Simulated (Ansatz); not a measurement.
Start of a relaxation, N put at a top B site (BN, Fmm2 (No. 42), (0 1 0) face):

```yaml
crystal:
  lattice:
    - [2.50519, 0.00000, 0.00000]
    - [1.25009, 2.17100, 0.00000]
    - [0.00000, 0.00000, 25.67896]
  atoms:
    - { symbol: B, position: [0.49989, 0.49989, 0.33101] }
    - { symbol: N, position: [0.83341, 0.83341, 0.33101] }
    - { symbol: B, position: [0.99989, 0.99989, 0.46106] }
    - { symbol: N, position: [0.33341, 0.33341, 0.46106] }
    - { symbol: B, position: [0.49989, 0.49989, 0.59111] }
    - { symbol: N, position: [0.83341, 0.83341, 0.59111] }
    - { symbol: N, position: [0.49989, 0.49989, 0.65186] }
```

The calculation used Ansatz 0.2.0, DFT PBE+D3(BJ), scalar-relativistic, plane waves, PAW. Plane waves to 420 eV, a k mesh through Γ of 12×12×1 on the computed 7-atom cell and Gaussian smearing (0.05 eV); collinear spin from starting moments 0 0 0 0 0 0 3 μB. A dipole correction removes the field between periodic images along c.

Atoms 1, 2 (counted from 1) are held. The cell is fixed. Force threshold 0.03 eV/Å.

```
step E − E_final (eV) largest force (eV/Å)
   1             0.777                 4.719
   2             0.200                 2.309
   3             0.081                 1.839
   4             0.022                 0.217
   5             0.015                 0.134
   6             0.005                 0.051
   7             0.002                 0.071
   8             0.000                 0.028
   9             0.000                 0.019
```

Problem. What is the final structure?

Solution.
```yaml
crystal:
  lattice:
    - [2.50519, 0.00000, 0.00000]
    - [1.25009, 2.17100, 0.00000]
    - [0.00000, 0.00000, 25.67896]
  atoms:
    - { symbol: B, position: [0.49989, 0.49989, 0.33101] }
    - { symbol: N, position: [0.83341, 0.83341, 0.33101] }
    - { symbol: B, position: [0.87555, 0.87555, 0.46153] }
    - { symbol: N, position: [0.20897, 0.20897, 0.46115] }
    - { symbol: B, position: [0.55712, 0.55712, 0.58928] }
    - { symbol: N, position: [0.89057, 0.89057, 0.57660] }
    - { symbol: N, position: [0.55642, 0.55642, 0.64948] }
```

The end is the local minimum or symmetric point that this start leads to.

The reference crystal is a form of BN, which isn't its usual structure.

Cost: 1 run of about 7.2 core-minutes, on Arm Neoverse V2 (shared hosts).